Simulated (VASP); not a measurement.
# NaF (Fm-3m) in VASP: notebook, part 2 of 2

VASP 6.6.1.

## Step 3: Electrostatic potential, PBEsol

File INCAR:

```
SYSTEM = NaF
ALGO = Fast ; EDIFF = 1E-6
ENCUT = 520 ; GGA = PS
ISIF = 2 ; ISMEAR = 0
LASPH = .True. ; LCHARG = .True.
LREAL = .False. ; LVHAR = .True.
LWAVE = .False. ; NELM = 100
PREC = Accurate ; SIGMA = 0.02
```

File KPOINTS:

```
k-points
0
Gamma
  10 10 10
  0 0 0
```

File POSCAR:

```
NaF                                     
1.0
   -0.0000000000      2.3140463494      2.3140463494
    2.3140463494     -0.0000000000      2.3140463494
    2.3140463494      2.3140463494      0.0000000000
  Na              F             
     1     1
Direct
     0.0000000000000000    1.0000000000000000    1.0000000000000000
     0.5000000000000000    0.5000000000000000    0.5000000000000000
```

Potentials or basis: VASP PAW PBE potentials, release 64 (Na_pv, F).

Started as:

```sh
$ cat potpaw_PBE.64/Na_pv/POTCAR potpaw_PBE.64/F/POTCAR > POTCAR
$ mpirun -np 1 vasp_std > vasp.out
```

OUTCAR:

```text
SYSTEM = NaF
   EDIFF = 1E-6
   ENCUT = 520
   GGA = PS
   ISIF = 2
   ISMEAR = 0
   LASPH = .True.
   LREAL = .False.
   NELM = 100
   PREC = Accurate

 ion  position               nearest neighbor table
   1  0.000  0.000  0.000-   2 2.31   2 2.31   2 2.31   2 2.31   2 2.31   2 2.31
   2  0.500  0.500  0.500-   1 2.31   1 2.31   1 2.31   1 2.31   1 2.31   1 2.31

  LATTYP: Found a face centered cubic cell.
 ALAT       =     4.6280926988

  Lattice vectors:

 A1 = (   0.0000000000,   2.3140463494,   2.3140463494)
 A2 = (   2.3140463494,   0.0000000000,   2.3140463494)
 A3 = (   2.3140463494,   2.3140463494,   0.0000000000)

Analysis of symmetry for initial positions (statically):
=====================================================================
 Subroutine PRICEL returns:
 Original cell was already a primitive cell.

 Routine SETGRP: Setting up the symmetry group for a
 face centered cubic supercell.

 Subroutine GETGRP returns: Found 48 space group operations
 (whereof 48 operations were pure point group operations)
 out of a pool of 48 trial point group operations.

The static configuration has the point symmetry O_h .

Analysis of symmetry for dynamics (positions and initial velocities):
=====================================================================
 Subroutine PRICEL returns:
 Original cell was already a primitive cell.

 Routine SETGRP: Setting up the symmetry group for a
 face centered cubic supercell.

 Subroutine GETGRP returns: Found 48 space group operations
 (whereof 48 operations were pure point group operations)
 out of a pool of 48 trial point group operations.

The dynamic configuration has the point symmetry O_h .

 Subroutine INISYM returns: Found 48 space group operations
 (whereof 48 operations are pure point group operations),
 and found     1 'primitive' translations

----------------------------------------------------------------------------------------

                                     Primitive cell

[... 114 lines left out ...]
   LORBIT       =      0    0 simple, 1 ext, 2 COOP (PROOUT), +10 PAW based schemes
   GGA     = PS    functional components
   LHFCALC =     F    Hartree Fock is set to
   AEXX    =    0.0000 exact exchange contribution
   IVDW    =     0    specifies the selected vdW correction
   LEPSILON=     F    determine dielectric tensor
   LRPA    =     F    only Hartree local field effects (RPA)
 non-spin polarized calculation
 RMM-DIIS sequential band-by-band and
 Gauss-broadening in eV      SIGMA  =   0.02
  energy-cutoff  :      520.00
  volume of cell :       24.78
 maximum number of plane-waves:       692
   NGX = 13   NGY = 13   NGZ = 13

 number of electron      13.9999983 magnetization

 Free energy of the ion-electron system (eV)
  ---------------------------------------------------
  ext. energy  EPLUGINS =         0.00000000
  ---------------------------------------------------
  free energy    TOTEN  =        -8.76870540 eV

  energy without entropy =       -8.76870540  energy(sigma->0) =       -8.76870540

 E-fermi :  -2.0529     XC(G=0):  -9.3528

 val. band max:       -2.1591963481   @ k =   0.0000   0.0000   0.0000
 cond. band min:       4.0211218743   @ k =   0.0000   0.0000   0.0000
 fundamental gap:      6.1803182224
 Fermi energy:        -2.0529126627

 k-point     1 :       0.0000    0.0000    0.0000
  band No.  band energies     occupation
      1     -21.2224      2.00000
      2     -20.9184      2.00000
      3     -20.9184      2.00000
      4     -20.9184      2.00000
      5      -2.1592      2.00000
      6      -2.1592      2.00000
      7      -2.1592      2.00000
      8       4.0211      0.00000
      9      16.7101      0.00000
     10      16.7101      0.00000
     11      16.7101      0.00000
[... 309 lines left out ...]
 k-point    24 :       0.4000    0.3000    0.0000
  band No.  band energies     occupation
      1     -21.4564      2.00000
      2     -20.9684      2.00000
      3     -20.9600      2.00000
      4     -20.5568      2.00000
      5      -3.3633      2.00000
      6      -2.5498      2.00000
      7      -2.4923      2.00000
      8       8.3072      0.00000
      9      11.5020      0.00000
     10      14.4998      0.00000
     11      17.3826      0.00000

 [... further k-points ...]
[... 5 lines left out ...]
  --------------------------------------------------------------------------------------
  -------------------------------------------------------------------------------------
  Total        0.0018452      0.0018452      0.0018452     -0.0000000      0.0000000      0.0000000
  in kB        0.1192900      0.1192900      0.1192900     -0.0000000      0.0000000      0.0000000
  external PRESSURE =       0.1192900 kB  Pullay stress =       0.0000000 kB

 VOLUME and BASIS-vectors are now :
 -----------------------------------------------------------------------------
  energy-cutoff  :      520.00
  volume of cell :       24.78
      direct lattice vectors                 reciprocal lattice vectors
     0.000000000  2.314046349  2.314046349    -0.216071731  0.216071731  0.216071731
     2.314046349  0.000000000  2.314046349     0.216071731 -0.216071731  0.216071731
     2.314046349  2.314046349  0.000000000     0.216071731  0.216071731 -0.216071731

 POSITION                                       TOTAL-FORCE (eV/Angst)
 -----------------------------------------------------------------------------------
      0.00000      0.00000      0.00000         0.000000     -0.000000      0.000000
      2.31405      2.31405      2.31405        -0.000000      0.000000     -0.000000
 -----------------------------------------------------------------------------------
    total drift:                                0.000000     -0.000000      0.000000

  FREE ENERGIE OF THE ION-ELECTRON SYSTEM (eV)
  ---------------------------------------------------
  free  energy   TOTEN  =        -8.7687053992 eV

  energy  without entropy=       -8.7687053992  energy(sigma->0) =       -8.76870540
```

OSZICAR:

```text
N       E                     dE             d eps       ncg     rms          rms(c)
DAV:   1     0.112707718830E+03    0.11271E+03   -0.82862E+03  1060   0.156E+03
DAV:   2    -0.296207937857E+01   -0.11567E+03   -0.10809E+03  1106   0.378E+02
DAV:   3    -0.946933628628E+01   -0.65073E+01   -0.64872E+01  1184   0.875E+01
DAV:   4    -0.953756515724E+01   -0.68229E-01   -0.68214E-01  1133   0.956E+00
DAV:   5    -0.953831966995E+01   -0.75451E-03   -0.75451E-03  1184   0.103E+00    0.491E+00
RMM:   6    -0.877831518432E+01    0.76000E+00   -0.19511E+00  1234   0.113E+01    0.157E+00
RMM:   7    -0.876990920019E+01    0.84060E-02   -0.87810E-02  1345   0.311E+00    0.112E+00
RMM:   8    -0.877014240454E+01   -0.23320E-03   -0.32723E-02  1290   0.237E+00    0.311E-01
RMM:   9    -0.876882612671E+01    0.13163E-02   -0.46934E-03  1389   0.907E-01    0.194E-01
RMM:  10    -0.876884103170E+01   -0.14905E-04   -0.95341E-04  1433   0.381E-01    0.178E-01
RMM:  11    -0.876865494287E+01    0.18609E-03   -0.18796E-03  1290   0.346E-01    0.122E-01
RMM:  12    -0.876888829490E+01   -0.23335E-03   -0.18588E-03  1340   0.736E-01    0.772E-02
RMM:  13    -0.876877956438E+01    0.10873E-03   -0.87125E-05  1398   0.159E-01    0.494E-02
RMM:  14    -0.876871339082E+01    0.66174E-04   -0.89800E-05  1316   0.153E-01    0.191E-02
RMM:  15    -0.876871006691E+01    0.33239E-05   -0.73550E-06  1292   0.412E-02    0.132E-02
RMM:  16    -0.876870527960E+01    0.47873E-05   -0.79373E-06  1366   0.457E-02    0.210E-03
RMM:  17    -0.876870539922E+01   -0.11962E-06   -0.22468E-06   992   0.158E-02
   1 F= -.87687054E+01 E0= -.87687054E+01  d E =-.183871E-16
```

stdout:

```text
POSCAR found type information on POSCAR NaF
 POSCAR found :  2 types and       2 ions
 scaLAPACK will be used
 -----------------------------------------------------------------------------
|                                                                             |
|                                                                             |
|     You enforced a specific xc type in the INCAR file but a different       |
|     I HOPE YOU KNOW WHAT YOU ARE DOING!                                     |
|                                                                             |
 -----------------------------------------------------------------------------

 LDA part: xc-table for (Slater+PW92), standard interpolation
 POSCAR, INCAR and KPOINTS ok, starting setup
 FFT: planning ... GRIDC
 FFT: planning ... GRID_SOFT
 FFT: planning ... GRID
 WAVECAR not read
 entering main loop
```

It took 24 s on 1 thread of AMD EPYC 7R43 (Zen 3), shared host; peak memory 0.1 GiB.

Results:

```yaml
Free_energy: -8.7687 eV
Pressure: 0.0 GPa
Band_gap_on_the_k_mesh: 6.18 eV, direct
```

Caveat: the PAW data sets were made with another functional, which shifts forces and pressure a little. A k mesh can miss the band edges.
